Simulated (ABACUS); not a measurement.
Wanted: an ASE script for an ABACUS 3.10.1 run.

- Task: relaxation of cell and atoms
- Functional: OLYP
- Potentials or basis: SSSP 1.3 efficiency PBE
- Cutoff: 748 eV
- Density cutoff: 5987 eV
- Basis: plane waves
- k mesh: 9 × 9 × 9
- Occupations: fermi-dirac, width 0.05 eV
- Spin: no spin polarisation
- Optimiser: ASE FIRE
- Force threshold: 0.01 eV/Å
- Max steps: 60
- Cell moves: yes
- Radial cutoff of the potentials (pseudo_rcut): 10 bohr
- SCF threshold on the density: 1e-08
- Max SCF steps: 100
- Eigensolver: dav
- Mixing: broyden
- Mixing share: 0.7
- Symmetry key: 1
- Bands: 14

The structure of Ag lies in Ag.cif:

```cif
data_Ag
_cell_length_a 4.08550000
_cell_length_b 4.08550000
_cell_length_c 4.08550000
_cell_angle_alpha 90.00000000
_cell_angle_beta 90.00000000
_cell_angle_gamma 90.00000000
_space_group_name_H-M_alt 'Fm-3m'
_space_group_name_Hall '-F 4 2 3'
_space_group_IT_number 225
loop_
_space_group_symop_operation_xyz
'x,y,z'
'-x,-y,-z'
'-y,x,z'
'y,-x,-z'
'-x,-y,z'
'x,y,-z'
'y,-x,z'
'-y,x,-z'
'x,-y,-z'
'-x,y,z'
'-y,-x,-z'
'y,x,z'
'-x,y,-z'
'x,-y,z'
'y,x,-z'
'-y,-x,z'
'z,x,y'
'-z,-x,-y'
'z,-y,x'
'-z,y,-x'
'z,-x,-y'
'-z,x,y'
'z,y,-x'
'-z,-y,x'
'-z,x,-y'
'z,-x,y'
'-z,-y,-x'
'z,y,x'
'-z,-x,y'
'z,x,-y'
'-z,y,x'
'z,-y,-x'
'y,z,x'
'-y,-z,-x'
'x,z,-y'
'-x,-z,y'
'-y,z,-x'
'y,-z,x'
'-x,z,y'
'x,-z,-y'
'-y,-z,x'
'y,z,-x'
'-x,-z,-y'
'x,z,y'
'y,-z,-x'
'-y,z,x'
'x,-z,y'
'-x,z,-y'
'x,y+1/2,z+1/2'
'-x,-y+1/2,-z+1/2'
'-y,x+1/2,z+1/2'
'y,-x+1/2,-z+1/2'
'-x,-y+1/2,z+1/2'
'x,y+1/2,-z+1/2'
'y,-x+1/2,z+1/2'
'-y,x+1/2,-z+1/2'
'x,-y+1/2,-z+1/2'
'-x,y+1/2,z+1/2'
'-y,-x+1/2,-z+1/2'
'y,x+1/2,z+1/2'
'-x,y+1/2,-z+1/2'
'x,-y+1/2,z+1/2'
'y,x+1/2,-z+1/2'
'-y,-x+1/2,z+1/2'
'z,x+1/2,y+1/2'
'-z,-x+1/2,-y+1/2'
'z,-y+1/2,x+1/2'
'-z,y+1/2,-x+1/2'
'z,-x+1/2,-y+1/2'
'-z,x+1/2,y+1/2'
'z,y+1/2,-x+1/2'
'-z,-y+1/2,x+1/2'
'-z,x+1/2,-y+1/2'
'z,-x+1/2,y+1/2'
'-z,-y+1/2,-x+1/2'
'z,y+1/2,x+1/2'
'-z,-x+1/2,y+1/2'
'z,x+1/2,-y+1/2'
'-z,y+1/2,x+1/2'
'z,-y+1/2,-x+1/2'
'y,z+1/2,x+1/2'
'-y,-z+1/2,-x+1/2'
'x,z+1/2,-y+1/2'
'-x,-z+1/2,y+1/2'
'-y,z+1/2,-x+1/2'
'y,-z+1/2,x+1/2'
'-x,z+1/2,y+1/2'
'x,-z+1/2,-y+1/2'
'-y,-z+1/2,x+1/2'
'y,z+1/2,-x+1/2'
'-x,-z+1/2,-y+1/2'
'x,z+1/2,y+1/2'
'y,-z+1/2,-x+1/2'
'-y,z+1/2,x+1/2'
'x,-z+1/2,y+1/2'
'-x,z+1/2,-y+1/2'
'x+1/2,y,z+1/2'
'-x+1/2,-y,-z+1/2'
'-y+1/2,x,z+1/2'
'y+1/2,-x,-z+1/2'
'-x+1/2,-y,z+1/2'
'x+1/2,y,-z+1/2'
'y+1/2,-x,z+1/2'
'-y+1/2,x,-z+1/2'
'x+1/2,-y,-z+1/2'
'-x+1/2,y,z+1/2'
'-y+1/2,-x,-z+1/2'
'y+1/2,x,z+1/2'
'-x+1/2,y,-z+1/2'
'x+1/2,-y,z+1/2'
'y+1/2,x,-z+1/2'
'-y+1/2,-x,z+1/2'
'z+1/2,x,y+1/2'
'-z+1/2,-x,-y+1/2'
'z+1/2,-y,x+1/2'
'-z+1/2,y,-x+1/2'
'z+1/2,-x,-y+1/2'
'-z+1/2,x,y+1/2'
'z+1/2,y,-x+1/2'
'-z+1/2,-y,x+1/2'
'-z+1/2,x,-y+1/2'
'z+1/2,-x,y+1/2'
'-z+1/2,-y,-x+1/2'
'z+1/2,y,x+1/2'
'-z+1/2,-x,y+1/2'
'z+1/2,x,-y+1/2'
'-z+1/2,y,x+1/2'
'z+1/2,-y,-x+1/2'
'y+1/2,z,x+1/2'
'-y+1/2,-z,-x+1/2'
'x+1/2,z,-y+1/2'
'-x+1/2,-z,y+1/2'
'-y+1/2,z,-x+1/2'
'y+1/2,-z,x+1/2'
'-x+1/2,z,y+1/2'
'x+1/2,-z,-y+1/2'
'-y+1/2,-z,x+1/2'
'y+1/2,z,-x+1/2'
'-x+1/2,-z,-y+1/2'
'x+1/2,z,y+1/2'
'y+1/2,-z,-x+1/2'
'-y+1/2,z,x+1/2'
'x+1/2,-z,y+1/2'
'-x+1/2,z,-y+1/2'
'x+1/2,y+1/2,z'
'-x+1/2,-y+1/2,-z'
'-y+1/2,x+1/2,z'
'y+1/2,-x+1/2,-z'
'-x+1/2,-y+1/2,z'
'x+1/2,y+1/2,-z'
'y+1/2,-x+1/2,z'
'-y+1/2,x+1/2,-z'
'x+1/2,-y+1/2,-z'
'-x+1/2,y+1/2,z'
'-y+1/2,-x+1/2,-z'
'y+1/2,x+1/2,z'
'-x+1/2,y+1/2,-z'
'x+1/2,-y+1/2,z'
'y+1/2,x+1/2,-z'
'-y+1/2,-x+1/2,z'
'z+1/2,x+1/2,y'
'-z+1/2,-x+1/2,-y'
'z+1/2,-y+1/2,x'
'-z+1/2,y+1/2,-x'
'z+1/2,-x+1/2,-y'
'-z+1/2,x+1/2,y'
'z+1/2,y+1/2,-x'
'-z+1/2,-y+1/2,x'
'-z+1/2,x+1/2,-y'
'z+1/2,-x+1/2,y'
'-z+1/2,-y+1/2,-x'
'z+1/2,y+1/2,x'
'-z+1/2,-x+1/2,y'
'z+1/2,x+1/2,-y'
'-z+1/2,y+1/2,x'
'z+1/2,-y+1/2,-x'
'y+1/2,z+1/2,x'
'-y+1/2,-z+1/2,-x'
'x+1/2,z+1/2,-y'
'-x+1/2,-z+1/2,y'
'-y+1/2,z+1/2,-x'
'y+1/2,-z+1/2,x'
'-x+1/2,z+1/2,y'
'x+1/2,-z+1/2,-y'
'-y+1/2,-z+1/2,x'
'y+1/2,z+1/2,-x'
'-x+1/2,-z+1/2,-y'
'x+1/2,z+1/2,y'
'y+1/2,-z+1/2,-x'
'-y+1/2,z+1/2,x'
'x+1/2,-z+1/2,y'
'-x+1/2,z+1/2,-y'
loop_
_atom_site_label
_atom_site_type_symbol
_atom_site_symmetry_multiplicity
_atom_site_Wyckoff_symbol
_atom_site_fract_x
_atom_site_fract_y
_atom_site_fract_z
_atom_site_occupancy
Ag1 Ag 4 a 0.0000000000 0.0000000000 0.0000000000 1
```

The input as run:

run_abacus.py

```python
"""Relaxation by an ASE optimiser with ABACUS as a small file-based calculator."""
import re
import subprocess
import spglib
from ase import Atoms
import numpy as np
from ase.calculators.calculator import Calculator, all_changes
from ase.filters import FrechetCellFilter
from ase.io import read
from ase.optimize import FIRE
from ase.stress import full_3x3_to_voigt_6_stress
from ase.units import Bohr, GPa

atoms = read("Ag.cif")
cell, frac, numbers = spglib.standardize_cell((atoms.cell[:], atoms.get_scaled_positions(), atoms.numbers), to_primitive=True, symprec=1e-4)
atoms = Atoms(numbers=numbers, cell=cell, scaled_positions=frac, pbc=True)  # the primitive cell
atoms = atoms[(-atoms.numbers).argsort(kind="stable")]  # ABACUS lists atoms element by element
pseudo = {'Ag': 'Ag_ONCV_PBE-1.0.oncvpsp.upf'}
orbital = {}
magmoms = None
kmesh = [9, 9, 9]
params = {
    'suffix': 'Ag',
    'calculation': 'scf',
    'basis_type': 'pw',
    'pseudo_dir': './',
    'symmetry': 1,
    'dft_functional': 'GGA_X_OPTX+GGA_C_LYP',
    'ecutwfc': 55,
    'pseudo_rcut': 10,
    'nspin': 1,
    'nbands': 14,
    'ks_solver': 'dav',
    'smearing_method': 'fd',
    'smearing_sigma': 0.00367493,
    'scf_thr': 1e-08,
    'scf_nmax': 100,
    'mixing_type': 'broyden',
    'mixing_beta': 0.7,
    'cal_force': 1,
    'cal_stress': 1,
    'ecutrho': 440,
    'kpar': 4,
}

def write_input(atoms):
    symbols = atoms.get_chemical_symbols()
    elements = list(dict.fromkeys(symbols))
    lines = ["ATOMIC_SPECIES"] + [f"{e} {atoms.get_masses()[symbols.index(e)]:.4f} {pseudo[e]}" for e in elements]
    if orbital:
        lines += ["", "NUMERICAL_ORBITAL"] + [orbital[e] for e in elements]
    lines += ["", "LATTICE_CONSTANT", f"{1 / Bohr:.10f}", "", "LATTICE_VECTORS"]
    lines += [" ".join(f"{x:.10f}" for x in v) for v in atoms.cell]
    lines += ["", "ATOMIC_POSITIONS", "Direct"]
    for e in elements:
        lines += ["", e, "0.0", str(symbols.count(e))]
        for i, p in enumerate(atoms.get_scaled_positions(wrap=False)):
            if symbols[i] == e:
                mag = "" if magmoms is None else " mag " + " ".join(str(x) for x in (magmoms[i] if isinstance(magmoms[i], list) else [magmoms[i]]))
                lines.append(" ".join(f"{x:.10f}" for x in p) + " 1 1 1" + mag)
    open("STRU", "w").write("\n".join(lines) + "\n")
    open("KPT", "w").write("K_POINTS\n0\nGamma\n%d %d %d 0 0 0\n" % tuple(kmesh))
    open("INPUT", "w").write("INPUT_PARAMETERS\n" + "".join(f"{k:<20s}{v}\n" for k, v in params.items()))

class Abacus(Calculator):
    implemented_properties = ["energy", "free_energy", "forces", "stress"]

    def calculate(self, atoms=None, properties=("energy",), system_changes=all_changes):
        super().calculate(atoms, properties, system_changes)
        write_input(self.atoms)
        subprocess.run(['mpirun', '-np', '4', 'abacus'], check=True)
        log = open("OUT.Ag/running_scf.log").read()
        if "charge density convergence is achieved" not in log:
            raise RuntimeError("SCF not converged")
        rows = lambda title, n: np.array([l.split()[-3:] for l in log.split(title)[-1].split("\n")[2:2 + n]], float)
        energy = float(re.findall(r"FINAL_ETOT_IS (\S+)", log)[-1])
        stress = -rows("TOTAL-STRESS", 3) / 10 * GPa  # ABACUS prints kbar, compression positive
        self.results = dict(energy=energy, free_energy=energy, forces=rows("TOTAL-FORCE", len(self.atoms)), stress=full_3x3_to_voigt_6_stress(stress))

atoms.calc = Abacus()
opt = FIRE(FrechetCellFilter(atoms), logfile="opt.log", trajectory="relax.traj")
print("optimiser converged:", opt.run(fmax=0.01, steps=60))
```

Potentials or basis: SSSP 1.3 efficiency PBE, plane waves.

Run with:

```bash
$ OMP_NUM_THREADS=1 python run_abacus.py > log
```

Results of the run:

The relaxed volume is 18.51 Å³/atom. The relaxed cell is a = 2.969 Å, b = 2.969 Å, c = 2.969 Å, α = 60.00°, β = 60.00°, γ = 60.00°, the space group after relaxing (to 0.05 Å) is Fm-3m (No. 225) and the energy gained by relaxing is 29.3 meV/atom. The ionic steps are 10. The pressure after relaxing is 0.0 GPa and the band gap on the k mesh is none (metal or under the smearing width).

Caveat: the potentials were made for another functional, which shifts forces and pressure.

It took 23 s on 4 MPI ranks on Intel(R) Xeon(R) Platinum 8488C (Sapphire Rapids), with other jobs on the host, peak memory 0.36 GiB a rank.
